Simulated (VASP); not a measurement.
# Si2W (I4/mmm) in VASP: further runs

Runs on Si2W. Level: PBEsol. Tasks: relaxation of cell and atoms.

Everything below comes from runs of VASP 6.6.1. Logs are shortened: lines on timing, memory, paths and dates and some standing lists are left out, and cuts for length are marked.

## 1. The crystal as given

The structure is tetragonal, space group I4/mmm (No. 139). Conventional cell: a = 3.214 Å, b = 3.214 Å, c = 7.830 Å, α = 90.00°, β = 90.00°, γ = 90.00°. Around Si (site symmetry 4mm) lie 5 Si at 2.59 to 2.63 Å and 5 W at 2.62 Å. W (site symmetry 4/mmm) is surrounded by 10 Si at 2.62 Å.

## 2. Relaxation of cell and atoms, PBEsol

INCAR reads:

```
  PREC = Accurate
  ENCUT = 600
  EDIFF = 1E-6
  ISMEAR = 1
  SIGMA = 0.1
  LREAL = F
  LASPH = T
  NELM = 80
  ALGO = Normal
  ISIF = 3
  LWAVE = F
  LCHARG = F
  GGA = PS
  IBRION = 2
  NSW = 90
  EDIFFG = -0.01
```

KPOINTS reads:

```
Automatic mesh
0
Gamma
  16 16 16
```

POSCAR reads:

```
Si2W
1.0
   -1.6069000000      1.6069000000      3.9149500000
    1.6069000000     -1.6069000000      3.9149500000
    1.6069000000      1.6069000000     -3.9149500000
Si W
2 1
Direct
    0.3347000000      0.3347000000      0.0000000000
    0.6653000000      0.6653000000      0.0000000000
    0.0000000000      0.0000000000      0.0000000000
```

Potentials or basis: VASP PAW PBE potentials, release 64 (Si, W_sv).

The run is started by

```
$ cat potpaw_PBE.64/Si/POTCAR potpaw_PBE.64/W_sv/POTCAR > POTCAR
$ mpirun -np 1 vasp_std > vasp.out
```

OUTCAR:

```text
PREC = Accurate
   ENCUT = 600
   EDIFF = 1E-6
   ISMEAR = 1
   LREAL = F
   LASPH = T
   NELM = 80
   ISIF = 3
   GGA = PS
   IBRION = 2
   NSW = 90
   EDIFFG = -0.01

 ion  position               nearest neighbor table
   1  0.335  0.335  0.000-   2 2.59   3 2.62   3 2.62   3 2.62   3 2.62   3 2.62   2 2.63   2 2.63
                             2 2.63   2 2.63
   2  0.665  0.665  0.000-   1 2.59   3 2.62   3 2.62   3 2.62   3 2.62   3 2.62   1 2.63   1 2.63
                             1 2.63   1 2.63
   3  0.000  0.000  0.000-   2 2.62   2 2.62   2 2.62   1 2.62   2 2.62   1 2.62   1 2.62   1 2.62
                             1 2.62   2 2.62

  LATTYP: Found a body centered tetragonal cell.
 ALAT       =     3.2138000000
 C/A-ratio  =     2.4363370465

  Lattice vectors:

 A1 = (  -1.6069000000,   1.6069000000,   3.9149500000)
 A2 = (   1.6069000000,  -1.6069000000,   3.9149500000)
 A3 = (   1.6069000000,   1.6069000000,  -3.9149500000)

Analysis of symmetry for initial positions (statically):
=====================================================================
 Subroutine PRICEL returns:
 Original cell was already a primitive cell.

 Routine SETGRP: Setting up the symmetry group for a
 body centered tetragonal supercell.

 Subroutine GETGRP returns: Found 16 space group operations
 (whereof 16 operations were pure point group operations)
 out of a pool of 16 trial point group operations.

The static configuration has the point symmetry D_4h.

Analysis of symmetry for dynamics (positions and initial velocities):
=====================================================================
 Subroutine PRICEL returns:
 Original cell was already a primitive cell.

 Routine SETGRP: Setting up the symmetry group for a
 body centered tetragonal supercell.

 Subroutine GETGRP returns: Found 16 space group operations
 (whereof 16 operations were pure point group operations)
 out of a pool of 16 trial point group operations.

The dynamic configuration has the point symmetry D_4h.

 Subroutine INISYM returns: Found 16 space group operations
 (whereof 16 operations are pure point group operations),
 and found     1 'primitive' translations

----------------------------------------------------------------------------------------

                                     Primitive cell

  volume of cell :      40.4356

[... 113 lines left out ...]
  Thomas-Fermi vector in A             =   2.465099
   LORBIT       =      0    0 simple, 1 ext, 2 COOP (PROOUT), +10 PAW based schemes
   GGA     = PS    functional components
   LHFCALC =     F    Hartree Fock is set to
   AEXX    =    0.0000 exact exchange contribution
   IVDW    =     0    specifies the selected vdW correction
   LEPSILON=     F    determine dielectric tensor
   LRPA    =     F    only Hartree local field effects (RPA)
 conjugate gradient relaxation of ions
 non-spin polarized calculation
 Methfessel and Paxton  Order N= 1 SIGMA  =   0.10
  energy-cutoff  :      600.00
  volume of cell :       40.44
 maximum number of plane-waves:      1372
   NGX = 19   NGY = 19   NGZ = 19

--------------------------------------- Ionic step        1  -------------------------------------------

 number of electron      21.9999999 magnetization

 Free energy of the ion-electron system (eV)
  ---------------------------------------------------
  ext. energy  EPLUGINS =         0.00000000
  ---------------------------------------------------
  free energy    TOTEN  =       -26.63848587 eV

  energy without entropy =      -26.63844296  energy(sigma->0) =      -26.63847157

------------------------ aborting loop because EDIFF is reached ----------------------------------------

  FORCE on cell =-STRESS in cart. coord.  units (eV):
  Direction    XX          YY          ZZ          XY          YZ          ZX
  --------------------------------------------------------------------------------------
  -------------------------------------------------------------------------------------
  Total       -0.4568087     -0.4568087     -0.3362754      0.0000000      0.0000000      0.0000000
  in kB      -18.1001040    -18.1001040    -13.3242186      0.0000000      0.0000000      0.0000000
  external PRESSURE =     -16.5081422 kB  Pullay stress =       0.0000000 kB
[... 135 lines left out ...]
--------------------------------------- Ionic step        5  -------------------------------------------

 number of electron      21.9999999 magnetization

 Free energy of the ion-electron system (eV)
  ---------------------------------------------------
  ext. energy  EPLUGINS =         0.00000000
  ---------------------------------------------------
  free energy    TOTEN  =       -26.64010675 eV

  energy without entropy =      -26.64012829  energy(sigma->0) =      -26.64011393

 E-fermi :  11.9563     XC(G=0): -12.6410

 val. band max:       11.9543662281   @ k =  -0.0625   0.0625   0.0000
 cond. band min:      11.9615896017   @ k =   0.0625   0.0625   0.0000
 fundamental gap:      0.0072233736
 Fermi energy:        11.9562676876

 k-point     1 :       0.0000    0.0000    0.0000
  band No.  band energies     occupation
      1     -61.8263      2.00000
      2     -26.0992      2.00000
      3     -26.0714      2.00000
      4     -26.0714      2.00000
      5      -2.1681      2.00000
      6       5.0545      2.00000
      7       8.2318      2.00000
      8       8.5733      2.00000
      9       9.1089      2.00000
     10       9.1089      2.00000
     11      12.5913     -0.00000
     12      14.7795      0.00000
     13      14.8415      0.00000
     14      15.0947      0.00000
[... 401 lines left out ...]
      2     -26.0976      2.00000
      3     -26.0798      2.00000
      4     -26.0788      2.00000
      5      -2.0400      2.00000
      6       5.1719      2.00000
      7       7.8016      2.00000
      8       8.6040      2.00000
      9       8.7758      2.00000
     10       9.5584      2.00000
     11      11.9544      1.03218
     12      14.5932      0.00000
     13      15.1893      0.00000
     14      15.2172      0.00000
     15      15.2340      0.00000

 [... further k-points ...]

------------------------ aborting loop because EDIFF is reached ----------------------------------------

  FORCE on cell =-STRESS in cart. coord.  units (eV):
  Direction    XX          YY          ZZ          XY          YZ          ZX
  --------------------------------------------------------------------------------------
  -------------------------------------------------------------------------------------
  Total        0.0074482      0.0074482     -0.0212949      0.0000000      0.0000000      0.0000000
  in kB        0.2972701      0.2972701     -0.8499168      0.0000000      0.0000000      0.0000000
  external PRESSURE =      -0.0851256 kB  Pullay stress =       0.0000000 kB
[... 18 lines left out ...]
  FREE ENERGIE OF THE ION-ELECTRON SYSTEM (eV)
  ---------------------------------------------------
  free  energy   TOTEN  =       -26.6401067525 eV

  energy  without entropy=      -26.6401282853  energy(sigma->0) =      -26.64011393

 reached required accuracy - stopping structural energy minimisation
```

Run time: 13 min. Hardware: 1 thread of Intel Xeon Platinum 8488C (Sapphire Rapids), shared host; peak memory 0.41 GiB.

Results:

```
Free energy                            : -26.6401 eV
Relaxed volume                         : 13.38 Å³/atom
Relaxed cell                           : a = 4.519 Å, b = 4.519 Å, c = 4.519 Å, α = 138.48°, β = 138.48°, γ = 60.17°
Space group after relaxing (to 0.05 Å) : I4/mmm (No. 139)
Energy gained by relaxing              : 0.5 meV/atom
Ionic steps                            : 5
Pressure after relaxing                : 0.0 GPa
Largest force after relaxing           : 0.009 eV/Å
Band gap on the k mesh                 : none (metal or under the smearing width)
```

Forces in eV/Å, atoms in the order of the input:
```
Si   0.000  0.000 -0.009
Si   0.000  0.000  0.009
W    0.000  0.000  0.000
```

Stress tensor (GPa, compression positive):
```
 0.03  0.00  0.00
 0.00  0.03  0.00
 0.00  0.00 -0.08
```

The path:
```tsv
step	energy change (eV)	largest force (eV/Å)	pressure (GPa)	volume (Å³)
1	0.0000	0.0226	-1.65	40.44
2	0.0034	0.0545	3.12	39.63
3	-0.0015	0.0339	0.04	40.14
4	-0.0016	0.0033	-0.02	40.14
5	-0.0016	0.0089	-0.01	40.14
```

Final structure:
```yaml
crystal:
  lattice:
    - [-1.60198, 1.60198, 3.91054]
    - [1.60198, -1.60198, 3.91054]
    - [1.60198, 1.60198, -3.91054]
  atoms:
    - { symbol: Si, position: [0.33450, 0.33450, 0.00000] }
    - { symbol: Si, position: [0.66550, 0.66550, 0.00000] }
    - { symbol: W, position: [0.00000, 0.00000, 0.00000] }
```

Levels at points of the mesh, in eV from the Fermi level:
| k point | band 9 | band 10 | band 11 | band 12 | band 13 | band 14 |
| --- | --- | --- | --- | --- | --- | --- |
| (0.00, 0.00, 0.00) | -2.85 | -2.85 | 0.64 | 2.82 | 2.89 | 3.14 |
| (0.50, 0.00, 0.00) | -2.80 | -2.80 | -0.44 | 2.73 | 2.83 | 3.96 |
| (0.50, 0.50, 0.00) | -5.04 | -3.29 | -1.74 | 2.83 | 3.00 | 3.16 |
| (0.50, 0.50, 0.50) | -0.81 | -0.81 | -0.50 | -0.50 | 0.81 | 4.53 |

Caveat: the PAW data sets were made with another functional, which shifts forces and pressure a little. The run has no spin-orbit coupling, so splittings on W are missing.

## 3. Relaxation of cell and atoms, PBEsol

This run uses another cell than the first one, of 13.38 Å³/atom, 0.993 times its volume.

INCAR, as its differences from that of step 2:

```diff
@@ -2,3 +2,3 @@
   ENCUT = 600
-  EDIFF = 1E-6
+  EDIFF = 1E-7
   ISMEAR = 1
@@ -15,2 +15,2 @@
   NSW = 90
-  EDIFFG = -0.01
+  EDIFFG = -0.005
```

KPOINTS is that of step 2.

POSCAR reads:

```
Si2W                                    
1.0
   -1.6019802465      1.6019802465      3.9105373517
    1.6019802465     -1.6019802465      3.9105373517
    1.6019802465      1.6019802465     -3.9105373517
  Si              W             
     2     1
Direct
     0.3344996566706695    0.3344996566706695    0.0000000000000000
     0.6655003433293306    0.6655003433293306    0.0000000000000000
     0.0000000000000000    0.0000000000000000    0.0000000000000000
```

Potentials or basis: VASP PAW PBE potentials, release 64 (Si, W_sv).

The run is started by

```
$ cat potpaw_PBE.64/Si/POTCAR potpaw_PBE.64/W_sv/POTCAR > POTCAR
$ mpirun -np 1 vasp_std > vasp.out
```

It took 8.3 min on 1 thread of Intel Xeon Platinum 8488C (Sapphire Rapids), shared host; peak memory 0.41 GiB.

It converged, with:

```yaml
Free_energy: -26.6401 eV
Energy_gained_by_relaxing: 0.0 meV/atom
Ionic_steps: 3
Pressure_after_relaxing: 0.0 GPa
Band_gap_on_the_k_mesh: none (metal or under the smearing width)
```

Forces on the atoms (eV/Å):
```
Si   0.000  0.000 -0.003
Si   0.000  0.000  0.003
W    0.000  0.000  0.000
```

Final structure:
```xyz
3
Lattice="-1.6021 1.6021 3.9096 1.6021 -1.6021 3.9096 1.6021 1.6021 -3.9096" Properties=species:S:1:pos:R:3 pbc="T T T"
Si    0.0000    0.0000    2.6152
Si    0.0000    0.0000    5.2040
W     0.0000    0.0000    0.0000
```

Levels at points of the mesh, in eV from the Fermi level:
| k point | band 7 | band 8 | band 9 | band 10 | band 11 | band 12 | band 13 | band 14 | band 15 |
| --- | --- | --- | --- | --- | --- | --- | --- | --- | --- |
| (0.00, 0.00, 0.00) | -3.72 | -3.38 | -2.85 | -2.85 | 0.63 | 2.82 | 2.88 | 3.14 | 3.14 |
| (0.50, 0.00, 0.00) | -5.78 | -4.86 | -2.80 | -2.80 | -0.44 | 2.73 | 2.82 | 3.97 | 4.48 |
| (0.50, 0.50, 0.00) | -6.03 | -5.46 | -5.04 | -3.29 | -1.74 | 2.83 | 3.00 | 3.16 | 3.91 |
| (0.50, 0.50, 0.50) | -3.91 | -2.61 | -0.81 | -0.81 | -0.50 | -0.50 | 0.81 | 4.53 | 4.98 |

Caveat: the PAW data sets were made with another functional, which shifts forces and pressure a little. The run has no spin-orbit coupling, so splittings on W are missing.

## 4. Relaxation of cell and atoms, PBEsol

INCAR reads:

```
SYSTEM = Si2W
ALGO     = Normal         ! electronic algorithm
EDIFF    = 1E-6           ! SCF threshold, eV
EDIFFG   = -0.01          ! ionic threshold
ENCUT    = 600            ! plane-wave cutoff, eV
GGA      = PS             ! functional
IBRION   = 2              ! ionic algorithm
ISIF     = 3              ! what is computed and relaxed
ISMEAR   = 1              ! smearing method
KPAR     = 4            
LASPH    = .TRUE.         ! aspherical terms in the spheres
LCHARG   = .FALSE.        ! write CHGCAR
LREAL    = .FALSE.        ! projectors in reciprocal space
LWAVE    = .FALSE.        ! write WAVECAR
NELM     = 80             ! most SCF steps
NSW      = 90             ! ionic steps
PREC     = Accurate       ! precision mode
SIGMA    = 0.1            ! smearing width, eV
```

KPOINTS reads:

```
k-points
0
G
  16 16 16
  0 0 0
```

POSCAR reads:

```
Si2W
1.0
   -1.6069000000      1.6069000000      3.9149500000
    1.6069000000     -1.6069000000      3.9149500000
    1.6069000000      1.6069000000     -3.9149500000
Si W
2 1
Direct
    0.3347000000      0.3347000000      0.0000000000
    0.6653000000      0.6653000000      0.0000000000
    0.0000000000      0.0000000000      0.0000000000
```

The run is started by

```
$ cat potpaw_PBE.64/Si/POTCAR potpaw_PBE.64/W_sv/POTCAR > POTCAR
$ mpirun -np 4 vasp_std > vasp.out
```

Wall time 2.6 min (4 MPI ranks of Intel Xeon 6975P-C (Granite Rapids), shared host); peak memory 0.42 GiB.

Results (log left out):

* Free energy: -26.6401 eV
* Relaxed volume: 13.38 Å³/atom
* Relaxed cell: a = 4.519 Å, b = 4.519 Å, c = 4.519 Å, α = 138.48°, β = 138.48°, γ = 60.17°
* Space group after relaxing (to 0.05 Å): I4/mmm (No. 139)
* Energy gained by relaxing: 0.5 meV/atom
* Ionic steps: 5
* Pressure after relaxing: 0.0 GPa
* Largest force after relaxing: 0.009 eV/Å
* Band gap on the k mesh: none (metal or under the smearing width)

Forces on the atoms (eV/Å):
```
Si   0.000  0.000 -0.009
Si   0.000  0.000  0.009
W    0.000  0.000  0.000
```

Stress tensor (GPa, compression positive):
```
 0.03  0.00  0.00
 0.00  0.03  0.00
 0.00  0.00 -0.08
```

Step by step:
```tsv
step	energy change (eV)	largest force (eV/Å)	pressure (GPa)	volume (Å³)
1	0.0000	0.0226	-1.65	40.44
2	0.0034	0.0545	3.12	39.63
3	-0.0015	0.0339	0.04	40.14
4	-0.0016	0.0033	-0.02	40.14
5	-0.0016	0.0089	-0.01	40.14
```

Final structure:
```yaml
crystal:
  lattice:
    - [-1.60198, 1.60198, 3.91054]
    - [1.60198, -1.60198, 3.91054]
    - [1.60198, 1.60198, -3.91054]
  atoms:
    - { symbol: Si, position: [0.33450, 0.33450, 0.00000] }
    - { symbol: Si, position: [0.66550, 0.66550, 0.00000] }
    - { symbol: W, position: [0.00000, 0.00000, 0.00000] }
```

Levels at points of the mesh, in eV from the Fermi level:
```csv
k point,band 7,band 8,band 9,band 10,band 11,band 12,band 13,band 14,band 15
"(0.00, 0.00, 0.00)",-3.72,-3.38,-2.85,-2.85,0.64,2.82,2.89,3.14,3.14
"(0.50, 0.00, 0.00)",-5.78,-4.86,-2.80,-2.80,-0.44,2.73,2.83,3.96,4.47
"(0.50, 0.50, 0.00)",-6.03,-5.46,-5.04,-3.29,-1.74,2.83,3.00,3.16,3.91
"(0.50, 0.50, 0.50)",-3.91,-2.61,-0.81,-0.81,-0.50,-0.50,0.81,4.53,4.98
```

Caveat: the PAW data sets were made with another functional, which shifts forces and pressure a little. The run has no spin-orbit coupling, so splittings on W are missing.
